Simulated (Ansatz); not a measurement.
# Al2O3 (R-3c): the host for defect calculations, part 2 of 3

Aim: the runs on the perfect crystal Al2O3 (R-3c) that a defect calculation needs first.

Ansatz 0.2.0; plane-wave PAW DFT, PBEsol; relaxation of the host's cell and atoms (the session's first sound run).

So far. Step 3 (Dielectric tensors of the host): The principal values of the electronic dielectric tensor are 3.26, 3.30 and 3.30. The principal values of the static dielectric tensor are 9.72, 9.72 and 11.81. The relaxed cell has a = 4.774, c = 13.015 Å (conventional setting).

## 4. Primitive cell on a dense mesh

A dense mesh gives the host's converged energy, against which the supercell's sampling is tested.

This step: plane-wave PAW DFT, PBEsol; single point of the host's primitive cell on a dense mesh (Ansatz 0.2.0).

dense/input.yaml

```yaml
crystal:
  lattice:
    - [2.3869337137, 1.3780968221, 4.3382690299]
    - [-2.3869337137, 1.3780968221, 4.3382690299]
    - [0.0, -2.7561936443, 4.3382690299]
  atoms:
    - { symbol: Al, position: [0.6479208861, 0.6479208861, 0.6479208861] }
    - { symbol: Al, position: [0.8520791139, 0.8520791139, 0.8520791139] }
    - { symbol: Al, position: [0.1479208861, 0.1479208861, 0.1479208861] }
    - { symbol: Al, position: [0.3520791139, 0.3520791139, 0.3520791139] }
    - { symbol: O, position: [0.4441402346, 0.0558597654, 0.75] }
    - { symbol: O, position: [0.9441402346, 0.25, 0.5558597654] }
    - { symbol: O, position: [0.0558597654, 0.75, 0.4441402346] }
    - { symbol: O, position: [0.75, 0.4441402346, 0.0558597654] }
    - { symbol: O, position: [0.25, 0.5558597654, 0.9441402346] }
    - { symbol: O, position: [0.5558597654, 0.9441402346, 0.25] }
basis:
  ecutwfc: 420
  xc_grid: 2
hamiltonian:
  xc: pbesol
kpoints:
  mp_grid: { grid: [7, 7, 7] }
scf:
  occupations: { method: fermi_dirac, width: 0.01 }
  max_iter: 80
```

The run is started by

```
$ ansatz run input.yaml --threads 8 --pin off --max-ram 22609MiB --backend cpu --events-out ev --progress --plain --runs-dir out
```

Numbers of over 12 decimals in the logs are rounded to 6 here.

The program printed:

```text
[...]
Crystal: 10 atoms, lattice volume = 85.622 Å³
Basis set: ecut = 420 eV, 1653 PW (Γ), exchange–correlation on 72×72×72 points (8 copies of the dense FFT grid, shifted against one another)
Bands: 34, of which v1, the nominal top of the filled ones, is band 24 counted from 1 (23 counted from 0)
Symmetry: 12 space group operations
[...]
k-points: 44 of 343
[...]
SCF iter   1: F=—  HF=-5478.899335 eV  |F-HF|=—  |Δ(HF+E_count)|=         —  Δρ=1.61e-2  dr2=1.69e-1  ethr=1.77e-3  ⟨swp⟩=7.5  Hψ=7992  notcnv=0  defer=1
[...]
SCF iter   6: F=-5478.848243 eV  HF=-5478.848243 eV  |F-HF|=3.71e-9  |Δ(HF+E_count)|=   5.96e-8  Δρ=3.21e-6  dr2=1.17e-8  ethr=2.08e-10  ⟨swp⟩=2.0  Hψ=2684  notcnv=0
SCF 1 converged in 6 iterations: F = -5478.848243 eV  dr2 = 1.17e-8
[...]
SCF converged after 6 iterations
Free energy (F): -5478.848243 eV
[...]
Internal energy: -5478.848243 eV  (E = F + TS)
E sigma→0 (E₀):  -5478.848243 eV
Fermi energy:    10.557597 eV
[...]
```

Run time: 1.4 s. Hardware: 8 threads of Arm Neoverse V2, shared host; peak memory 0.47 GiB.

## 5. Self-consistent run

This step: plane-wave PAW DFT, PBEsol; single point of the defect-free supercell, a test of its k-points (Ansatz 0.2.0).

System of this step: Al2O3 (R-3c). The cell holds 80 atoms: 32 Al and 48 O. Cell: a = 10.280 Å, b = 10.280 Å, c = 10.280 Å, α = 55.3°, β = 55.3°, γ = 55.3°.

pristine.sampling/input.yaml

```yaml
crystal:
  lattice:
    - [4.7738674274, 2.7561936443, 8.6765380597]
    - [-4.7738674274, 2.7561936443, 8.6765380597]
    - [0.0, -5.5123872885, 8.6765380597]
  atoms:
    - { symbol: Al, position: [0.323960443, 0.323960443, 0.323960443] }
    - { symbol: Al, position: [0.426039557, 0.426039557, 0.426039557] }
    - { symbol: Al, position: [0.073960443, 0.073960443, 0.073960443] }
    - { symbol: Al, position: [0.176039557, 0.176039557, 0.176039557] }
    - { symbol: O, position: [0.2220701173, 0.0279298827, 0.375] }
    - { symbol: O, position: [0.4720701173, 0.125, 0.2779298827] }
    - { symbol: O, position: [0.0279298827, 0.375, 0.2220701173] }
    - { symbol: O, position: [0.375, 0.2220701173, 0.0279298827] }
    - { symbol: O, position: [0.125, 0.2779298827, 0.4720701173] }
    - { symbol: O, position: [0.2779298827, 0.4720701173, 0.125] }
    - { symbol: Al, position: [0.323960443, 0.323960443, 0.823960443] }
    - { symbol: Al, position: [0.426039557, 0.426039557, 0.926039557] }
    - { symbol: Al, position: [0.073960443, 0.073960443, 0.573960443] }
    - { symbol: Al, position: [0.176039557, 0.176039557, 0.676039557] }
    - { symbol: O, position: [0.2220701173, 0.0279298827, 0.875] }
    - { symbol: O, position: [0.4720701173, 0.125, 0.7779298827] }
    - { symbol: O, position: [0.0279298827, 0.375, 0.7220701173] }
    - { symbol: O, position: [0.375, 0.2220701173, 0.5279298827] }
    - { symbol: O, position: [0.125, 0.2779298827, 0.9720701173] }
    - { symbol: O, position: [0.2779298827, 0.4720701173, 0.625] }
    - { symbol: Al, position: [0.323960443, 0.823960443, 0.323960443] }
    - { symbol: Al, position: [0.426039557, 0.926039557, 0.426039557] }
    - { symbol: Al, position: [0.073960443, 0.573960443, 0.073960443] }
    - { symbol: Al, position: [0.176039557, 0.676039557, 0.176039557] }
    - { symbol: O, position: [0.2220701173, 0.5279298827, 0.375] }
    - { symbol: O, position: [0.4720701173, 0.625, 0.2779298827] }
    - { symbol: O, position: [0.0279298827, 0.875, 0.2220701173] }
    - { symbol: O, position: [0.375, 0.7220701173, 0.0279298827] }
    - { symbol: O, position: [0.125, 0.7779298827, 0.4720701173] }
    - { symbol: O, position: [0.2779298827, 0.9720701173, 0.125] }
    - { symbol: Al, position: [0.323960443, 0.823960443, 0.823960443] }
    - { symbol: Al, position: [0.426039557, 0.926039557, 0.926039557] }
    - { symbol: Al, position: [0.073960443, 0.573960443, 0.573960443] }
    - { symbol: Al, position: [0.176039557, 0.676039557, 0.676039557] }
    - { symbol: O, position: [0.2220701173, 0.5279298827, 0.875] }
    - { symbol: O, position: [0.4720701173, 0.625, 0.7779298827] }
    - { symbol: O, position: [0.0279298827, 0.875, 0.7220701173] }
    - { symbol: O, position: [0.375, 0.7220701173, 0.5279298827] }
    - { symbol: O, position: [0.125, 0.7779298827, 0.9720701173] }
    - { symbol: O, position: [0.2779298827, 0.9720701173, 0.625] }
    - { symbol: Al, position: [0.823960443, 0.323960443, 0.323960443] }
    - { symbol: Al, position: [0.926039557, 0.426039557, 0.426039557] }
    - { symbol: Al, position: [0.573960443, 0.073960443, 0.073960443] }
    - { symbol: Al, position: [0.676039557, 0.176039557, 0.176039557] }
    - { symbol: O, position: [0.7220701173, 0.0279298827, 0.375] }
    - { symbol: O, position: [0.9720701173, 0.125, 0.2779298827] }
    - { symbol: O, position: [0.5279298827, 0.375, 0.2220701173] }
    - { symbol: O, position: [0.875, 0.2220701173, 0.0279298827] }
    - { symbol: O, position: [0.625, 0.2779298827, 0.4720701173] }
    - { symbol: O, position: [0.7779298827, 0.4720701173, 0.125] }
    - { symbol: Al, position: [0.823960443, 0.323960443, 0.823960443] }
    - { symbol: Al, position: [0.926039557, 0.426039557, 0.926039557] }
    - { symbol: Al, position: [0.573960443, 0.073960443, 0.573960443] }
    - { symbol: Al, position: [0.676039557, 0.176039557, 0.676039557] }
    - { symbol: O, position: [0.7220701173, 0.0279298827, 0.875] }
    - { symbol: O, position: [0.9720701173, 0.125, 0.7779298827] }
    - { symbol: O, position: [0.5279298827, 0.375, 0.7220701173] }
    - { symbol: O, position: [0.875, 0.2220701173, 0.5279298827] }
    - { symbol: O, position: [0.625, 0.2779298827, 0.9720701173] }
    - { symbol: O, position: [0.7779298827, 0.4720701173, 0.625] }
    - { symbol: Al, position: [0.823960443, 0.823960443, 0.323960443] }
    - { symbol: Al, position: [0.926039557, 0.926039557, 0.426039557] }
    - { symbol: Al, position: [0.573960443, 0.573960443, 0.073960443] }
    - { symbol: Al, position: [0.676039557, 0.676039557, 0.176039557] }
    - { symbol: O, position: [0.7220701173, 0.5279298827, 0.375] }
    - { symbol: O, position: [0.9720701173, 0.625, 0.2779298827] }
    - { symbol: O, position: [0.5279298827, 0.875, 0.2220701173] }
    - { symbol: O, position: [0.875, 0.7220701173, 0.0279298827] }
    - { symbol: O, position: [0.625, 0.7779298827, 0.4720701173] }
    - { symbol: O, position: [0.7779298827, 0.9720701173, 0.125] }
    - { symbol: Al, position: [0.823960443, 0.823960443, 0.823960443] }
    - { symbol: Al, position: [0.926039557, 0.926039557, 0.926039557] }
    - { symbol: Al, position: [0.573960443, 0.573960443, 0.573960443] }
    - { symbol: Al, position: [0.676039557, 0.676039557, 0.676039557] }
    - { symbol: O, position: [0.7220701173, 0.5279298827, 0.875] }
    - { symbol: O, position: [0.9720701173, 0.625, 0.7779298827] }
    - { symbol: O, position: [0.5279298827, 0.875, 0.7220701173] }
    - { symbol: O, position: [0.875, 0.7220701173, 0.5279298827] }
    - { symbol: O, position: [0.625, 0.7779298827, 0.9720701173] }
    - { symbol: O, position: [0.7779298827, 0.9720701173, 0.625] }
basis:
  ecutwfc: 420
  xc_grid: 2
hamiltonian:
  xc: pbesol
kpoints:
  mp_grid: { grid: [1, 1, 1], shift: [0.25, 0.25, 0.25] }
scf:
  occupations: { method: fermi_dirac, width: 0.01 }
  max_iter: 80
```

The program printed:

```text
[...]
Crystal: 80 atoms, lattice volume = 684.980 Å³
Basis set: ecut = 420 eV, 13367 PW (Γ), exchange–correlation on 144×144×144 points (8 copies of the dense FFT grid, shifted against one another)
Bands: 272, of which v1, the nominal top of the filled ones, is band 192 counted from 1 (191 counted from 0)
Symmetry: 96 space group operations
[...]
k-points: 1
[...]
SCF iter   1: F=—  HF=-43830.857762 eV  |F-HF|=—  |Δ(HF+E_count)|=         —  Δρ=1.57e-2  dr2=1.27e0  ethr=1.77e-3  ⟨swp⟩=7.0  Hψ=1299  notcnv=0  defer=13
[...]
SCF iter   6: F=-43830.467178 eV  HF=-43830.467178 eV  |F-HF|=1.68e-8  |Δ(HF+E_count)|=   5.20e-7  Δρ=5.30e-6  dr2=1.77e-7  ethr=1.78e-10  ⟨swp⟩=2.0  Hψ=418  notcnv=0
SCF 1 converged in 6 iterations: F = -43830.467178 eV  dr2 = 1.77e-7
[...]
SCF converged after 6 iterations
Free energy (F): -43830.467178 eV
[...]
Internal energy: -43830.467178 eV  (E = F + TS)
E sigma→0 (E₀):  -43830.467178 eV
Fermi energy:    10.686522 eV
[...]
```

Wall time 4.2 s (8 threads); peak memory 1.4 GiB.

This step gave:

```yaml
energy_over_dense_mesh: 0.003985 eV/atom
```

## 6. Defect free supercell relaxed from its symmetric sites

This cell, the one that will hold the defects, is built from the relaxed host. Its coarser k-points can move the atoms a little, so it is relaxed from the symmetric sites, as the reference for the test of stability.

This step: plane-wave PAW DFT, PBEsol; relaxation of the defect-free supercell from its symmetric sites (Ansatz 0.2.0).

pristine.symmetric/input.yaml, as its differences from pristine.sampling/input.yaml of step 5:

```diff
@@ -96 +96,12 @@
   max_iter: 80
+output:
+  forces: true
+relax:
+  f_tol: 0.01
+  max_steps: 60
+  escape_saddle: false
+checkpoint:
+  write: "../pristine.symmetric.run"
+  compress: false
+  write_wavefunctions: false
+  write_every: 100000
```

The program printed:

```text
[...]
Crystal: 80 atoms, lattice volume = 684.980 Å³
Basis set: ecut = 420 eV, 13367 PW (Γ), exchange–correlation on 144×144×144 points (8 copies of the dense FFT grid, shifted against one another)
Bands: 272, of which v1, the nominal top of the filled ones, is band 192 counted from 1 (191 counted from 0)
Symmetry: 96 space group operations
[...]
k-points: 1
[...]
SCF iter   1: F=—  HF=-43830.857762 eV  |F-HF|=—  |Δ(HF+E_count)|=         —  Δρ=1.57e-2  dr2=1.27e0  ethr=1.77e-3  ⟨swp⟩=7.0  Hψ=1299  notcnv=0  defer=13
[...]
SCF iter   6: F=-43830.467178 eV  HF=-43830.467178 eV  |F-HF|=1.86e-8  |Δ(HF+E_count)|=   5.18e-7  Δρ=5.24e-6  dr2=1.64e-7  ethr=4.99e-10  ⟨swp⟩=2.0  Hψ=692  notcnv=0
SCF 1 converged in 6 iterations: F = -43830.467178 eV  dr2 = 1.64e-7
[...]
relax step   1: F+E_penalty+E_count = -43830.46717765 eV  Δ(F+E_penalty+E_count) = +0.000e0 eV  max|allowed force component| = 9.058e-3 eV/Å  Δτ_max = 0.0000 Å  (6 SCF iters, dr2 threshold 2.50e-6 eV, accepted)
[...]
SCF iter   2: F=-43830.467178 eV  HF=-43830.467178 eV  |F-HF|=1.26e-8  |Δ(HF+E_count)|=   7.74e-5  Δρ=2.86e-6  dr2=6.83e-8  ethr=2.60e-11  ⟨swp⟩=2.0  Hψ=801  notcnv=0
SCF 2 converged in 2 iterations: F = -43830.467178 eV  dr2 = 6.83e-8
relax step   2: F+E_penalty+E_count = -43830.46717766 eV  Δ(F+E_penalty+E_count) = -1.135e-8 eV  max|allowed force component| = 9.061e-3 eV/Å  Δτ_max = 0.0000 Å  (2 SCF iters, accepted)
SCF converged after 2 iterations
Free energy (F): -43830.467178 eV
[...]
Internal energy: -43830.467178 eV  (E = F + TS)
E sigma→0 (E₀):  -43830.467178 eV
Fermi energy:    10.686504 eV
[...]
--- Forces (eV/Å), atoms counted from 1 ---
  atom   1  Al     0.00000000    -0.00000000    -0.00379128
  atom   2  Al     0.00000000     0.00000000     0.00379128
  atom   3  Al    -0.00000000    -0.00000000    -0.00379128
  atom   4  Al    -0.00000000     0.00000000     0.00379128
  atom   5  O     -0.00906056    -0.00000000    -0.00000000
  atom   6  O     -0.00453028    -0.00784668     0.00000000
  atom   7  O      0.00453028     0.00784668    -0.00000000
  atom   8  O      0.00453028    -0.00784668     0.00000000
  atom   9  O     -0.00453028     0.00784668    -0.00000000
  atom  10  O      0.00906056     0.00000000     0.00000000
  atom  11  Al     0.00000000    -0.00000000    -0.00379128
  atom  12  Al     0.00000000     0.00000000     0.00379128
  atom  13  Al    -0.00000000    -0.00000000    -0.00379128
  atom  14  Al    -0.00000000     0.00000000     0.00379128
  atom  15  O     -0.00906056    -0.00000000    -0.00000000
  atom  16  O     -0.00453028    -0.00784668     0.00000000
  atom  17  O      0.00453028     0.00784668    -0.00000000
  atom  18  O      0.00453028    -0.00784668     0.00000000
  atom  19  O     -0.00453028     0.00784668    -0.00000000
  atom  20  O      0.00906056     0.00000000     0.00000000
  atom  21  Al     0.00000000    -0.00000000    -0.00379128
  atom  22  Al     0.00000000     0.00000000     0.00379128
  atom  23  Al    -0.00000000    -0.00000000    -0.00379128
  atom  24  Al    -0.00000000     0.00000000     0.00379128
  atom  25  O     -0.00906056    -0.00000000    -0.00000000
  atom  26  O     -0.00453028    -0.00784668     0.00000000
  atom  27  O      0.00453028     0.00784668    -0.00000000
  atom  28  O      0.00453028    -0.00784668     0.00000000
  atom  29  O     -0.00453028     0.00784668    -0.00000000
  atom  30  O      0.00906056     0.00000000     0.00000000
  atom  31  Al     0.00000000    -0.00000000    -0.00379128
  atom  32  Al     0.00000000     0.00000000     0.00379128
  atom  33  Al    -0.00000000    -0.00000000    -0.00379128
  atom  34  Al    -0.00000000     0.00000000     0.00379128
  atom  35  O     -0.00906056    -0.00000000    -0.00000000
  atom  36  O     -0.00453028    -0.00784668     0.00000000
  atom  37  O      0.00453028     0.00784668    -0.00000000
  atom  38  O      0.00453028    -0.00784668     0.00000000
  atom  39  O     -0.00453028     0.00784668    -0.00000000
  atom  40  O      0.00906056     0.00000000     0.00000000
[...]
atom  69  O     -0.00453028     0.00784668    -0.00000000
  atom  70  O      0.00906056     0.00000000     0.00000000
  atom  71  Al     0.00000000    -0.00000000    -0.00379128
  atom  72  Al     0.00000000     0.00000000     0.00379128
  atom  73  Al    -0.00000000    -0.00000000    -0.00379128
  atom  74  Al    -0.00000000     0.00000000     0.00379128
  atom  75  O     -0.00906056    -0.00000000    -0.00000000
  atom  76  O     -0.00453028    -0.00784668     0.00000000
  atom  77  O      0.00453028     0.00784668    -0.00000000
  atom  78  O      0.00453028    -0.00784668     0.00000000
  atom  79  O     -0.00453028     0.00784668    -0.00000000
  atom  80  O      0.00906056     0.00000000     0.00000000
  max |Σ_I F_I| component: 6.94e-17 eV/Å
--- Relaxed structure (2 steps of the walk, 2 accepted, 0 SCFs on fresh bases) ---
  F+E_penalty+E_count = -43830.46717766 eV   max|allowed force component| = 9.061e-3 eV/Å
  atoms:
    - { symbol: Al, position: [0.323960443, 0.323960443, 0.323960] }
    - { symbol: Al, position: [0.426039557, 0.426039557, 0.426040] }
    - { symbol: Al, position: [0.073960443, 0.073960443, 0.073960] }
    - { symbol: Al, position: [0.176040, 0.176040, 0.176040] }
    - { symbol: O, position: [0.2220701173, 0.027930, 0.375000] }
    - { symbol: O, position: [0.472070, 0.125, 0.277930] }
    - { symbol: O, position: [0.027930, 0.375, 0.222070] }
    - { symbol: O, position: [0.375, 0.222070, 0.027930] }
    - { symbol: O, position: [0.125, 0.277930, 0.472070] }
    - { symbol: O, position: [0.277930, 0.472070, 0.125] }
    - { symbol: Al, position: [0.323960, 0.323960, 0.823960443] }
    - { symbol: Al, position: [0.426040, 0.426040, 0.926040] }
    - { symbol: Al, position: [0.073960, 0.073960, 0.573960443] }
    - { symbol: Al, position: [0.176039557, 0.176039557, 0.676039557] }
    - { symbol: O, position: [0.222070, 0.027930, 0.875] }
    - { symbol: O, position: [0.472070, 0.125, 0.7779298827] }
    - { symbol: O, position: [0.027930, 0.375000, 0.722070] }
    - { symbol: O, position: [0.375000, 0.222070, 0.527930] }
    - { symbol: O, position: [0.125000, 0.277930, 0.972070] }
    - { symbol: O, position: [0.277930, 0.472070, 0.625] }
    - { symbol: Al, position: [0.323960, 0.823960443, 0.323960] }
    - { symbol: Al, position: [0.426039557, 0.926039557, 0.426040] }
    - { symbol: Al, position: [0.073960, 0.573960443, 0.073960] }
    - { symbol: Al, position: [0.176039557, 0.676039557, 0.176040] }
    - { symbol: O, position: [0.222070, 0.5279298827, 0.375000] }
    - { symbol: O, position: [0.472070, 0.625, 0.277930] }
    - { symbol: O, position: [0.027930, 0.875000, 0.222070] }
    - { symbol: O, position: [0.375, 0.7220701173, 0.027930] }
    - { symbol: O, position: [0.125000, 0.777930, 0.472070] }
    - { symbol: O, position: [0.2779298827, 0.972070, 0.125] }
    - { symbol: Al, position: [0.323960, 0.823960443, 0.823960443] }
    - { symbol: Al, position: [0.426040, 0.926040, 0.926040] }
    - { symbol: Al, position: [0.073960, 0.573960443, 0.573960443] }
    - { symbol: Al, position: [0.176040, 0.676040, 0.676040] }
    - { symbol: O, position: [0.222070, 0.5279298827, 0.875] }
    - { symbol: O, position: [0.4720701173, 0.625, 0.7779298827] }
    - { symbol: O, position: [0.027930, 0.875000, 0.722070] }
    - { symbol: O, position: [0.375, 0.7220701173, 0.527930] }
    - { symbol: O, position: [0.125000, 0.777930, 0.972070] }
    - { symbol: O, position: [0.277930, 0.972070, 0.625] }
    - { symbol: Al, position: [0.823960443, 0.323960, 0.323960] }
    - { symbol: Al, position: [0.926039557, 0.426039557, 0.426040] }
    - { symbol: Al, position: [0.573960443, 0.073960, 0.073960] }
    - { symbol: Al, position: [0.676039557, 0.176039557, 0.176040] }
    - { symbol: O, position: [0.7220701173, 0.027930, 0.375000] }
    - { symbol: O, position: [0.972070, 0.125000, 0.2779298827] }
    - { symbol: O, position: [0.5279298827, 0.375, 0.222070] }
    - { symbol: O, position: [0.875000, 0.222070, 0.027930] }
    - { symbol: O, position: [0.625, 0.277930, 0.472070] }
    - { symbol: O, position: [0.777930, 0.472070, 0.125] }
    - { symbol: Al, position: [0.823960443, 0.323960, 0.823960443] }
    - { symbol: Al, position: [0.926040, 0.426040, 0.926040] }
    - { symbol: Al, position: [0.573960443, 0.073960, 0.573960443] }
    - { symbol: Al, position: [0.676040, 0.176040, 0.676040] }
    - { symbol: O, position: [0.7220701173, 0.027930, 0.875000] }
    - { symbol: O, position: [0.9720701173, 0.125000, 0.777930] }
    - { symbol: O, position: [0.5279298827, 0.375, 0.722070] }
    - { symbol: O, position: [0.875000, 0.222070, 0.5279298827] }
    - { symbol: O, position: [0.625, 0.277930, 0.972070] }
    - { symbol: O, position: [0.7779298827, 0.472070, 0.625000] }
    - { symbol: Al, position: [0.823960443, 0.823960443, 0.323960] }
    - { symbol: Al, position: [0.926039557, 0.926039557, 0.426040] }
    - { symbol: Al, position: [0.573960, 0.573960, 0.073960] }
    - { symbol: Al, position: [0.676039557, 0.676039557, 0.176040] }
    - { symbol: O, position: [0.7220701173, 0.5279298827, 0.375000] }
    - { symbol: O, position: [0.9720701173, 0.625, 0.2779298827] }
    - { symbol: O, position: [0.5279298827, 0.875000, 0.222070] }
    - { symbol: O, position: [0.875000, 0.722070, 0.027930] }
    - { symbol: O, position: [0.625000, 0.777930, 0.472070] }
    - { symbol: O, position: [0.777930, 0.972070, 0.125000] }
    - { symbol: Al, position: [0.823960443, 0.823960443, 0.823960] }
    - { symbol: Al, position: [0.926039557, 0.926039557, 0.926040] }
    - { symbol: Al, position: [0.573960443, 0.573960443, 0.573960443] }
    - { symbol: Al, position: [0.676039557, 0.676039557, 0.676040] }
    - { symbol: O, position: [0.722070, 0.527930, 0.875] }
    - { symbol: O, position: [0.9720701173, 0.625, 0.777930] }
    - { symbol: O, position: [0.5279298827, 0.875000, 0.722070] }
    - { symbol: O, position: [0.875000, 0.722070, 0.527930] }
    - { symbol: O, position: [0.625000, 0.777930, 0.972070] }
    - { symbol: O, position: [0.777930, 0.972070, 0.625000] }
```

Run time: 7.6 s. Hardware: 8 threads; peak memory 1.4 GiB; 39 s of CPU time.

No atom moved by 0.005 Å in the relaxation.

(Continued in part 3 of 3.)

[Logs are printed without paths, hosts, clocks, repeated set-up lines and the standing remarks that a program may print on its own settings, such as how far it seeks lower states.]

[Hosts, paths, dates, database ids (printed as entryN), source tags and the programs' standing remarks are cut or masked in the printed files.]

[Runs of the host that timed out are not shown.]

[For some hosts the program warned that the k-mesh of the response run may be too coarse for force constants and the static dielectric constant; such warnings are not always shown.]
